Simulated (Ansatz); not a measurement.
Stress against strain in C

```
CELL_PARAMETERS angstrom
1.22803 0.70900 3.34701
-1.22803 0.70900 3.34701
0.00000 -1.41800 3.34701
ATOMIC_POSITIONS crystal
C 0.16400 0.16400 0.16400
C 0.83600 0.83600 0.83600
```

Atom numbers follow the list: C1, C2.

Conventional cell: a = 2.456 Å, b = 2.456 Å, c = 10.041 Å, α = 90.00°, β = 90.00°, γ = 120.00°. C (atom 1) is surrounded by 3 C at 1.42 Å.

The cell is COD entry 1200018, as deposited and not checked against the literature; nothing was relaxed. It is an old determination, and later ones may differ.

All numbers below come from DFT, PBEsol, all-electron LAPW, scalar-relativistic (Ansatz 0.2.0).

Numerical set-up: a Γ-centred 17×17×17 k mesh, Fermi–Dirac smearing of 0.03 eV, basis error target 0.5 meV/atom, no spin polarisation.

The strain is applied along the Cartesian axes of the cell as listed (the other components stay zero). Fractional coordinates are held (clamped ions).

σ is the change of stress from the unstrained cell, which is at 1.11 GPa; tension is positive, so slopes are stress–strain coefficients at that pressure.

Only quantities that a quadratic follows smoothly over the whole series are listed; rougher ones are left out.

| εzz | σzz (GPa) | σxx (GPa) |
| --- | --- | --- |
| -0.0200 | -0.69 | 0.02 |
| -0.0100 | -0.32 | 0.01 |
| 0.0000 | 0.00 | 0.00 |
| 0.0200 | 0.52 | -0.01 |

**Question.** Fit the series and read off the stiffness at zero strain.

**Answer.** Least-squares fits y = p0 + p1 x + p2 x² to the rows give σzz (GPa): p1 = 30.2, p2 = -220; σxx (GPa): p1 = -0.759, p2 = 11. So C33 = 30 GPa and C13 = -1 GPa, for these axes.

**Question.** One run, at εzz = 0.0100, is withheld. Predict its row.

**Answer.** The fits give 0.28, -0.01; the run gave 0.28, -0.01.
